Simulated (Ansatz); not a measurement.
Crystal: CuO.

```
CELL_PARAMETERS angstrom
0.00000 2.11656 2.11656
2.11656 0.00000 2.11656
2.11656 2.11656 0.00000
ATOMIC_POSITIONS crystal
Cu 0.02950 0.02810 0.90803
O 0.47050 0.47190 0.59197
```

The cell comes from a database or a generator and needn't be the stable form of this composition.

Program: Ansatz 0.2.0. Alike in all runs: potentials or basis Ansatz PAW; no spin polarisation; cell as given; k mesh 11 × 11 × 11; smearing fermi-dirac 0.05 eV.

Question: Order these runs on this cell by their pressure, lowest first.
A. level LDA+U; U Cu d U = 5.3 eV; cutoff (eV) 420; points for each segment of the path 14; hubbard projectors ortho-atomic (the default); double counting fll (the default)
B. level r2SCAN+U; U Cu d U = 4.5 eV; cutoff (eV) 500; points for each segment of the path 14; hubbard projectors ortho-atomic (the default); double counting fll (the default)
C. level LDA; cutoff (eV) 420
D. level r2SCAN; cutoff (eV) 500; points for each segment of the path 14

Answer: C (1.5 GPa), A (4.4 GPa), D (11.0 GPa), B (13.1 GPa).

Caveats: an odd number of electrons without spin polarisation forces a metal; a magnetic or distorted state may lie lower; the run has no spin polarisation, though such a crystal can be magnetic; the PAW data sets come from PBE, with cores solved anew for the run's functional, which leaves a small shift of forces and pressure; U without spin polarisation on a metal has little footing (some runs).

Runs at the PBE level aren't shown here.
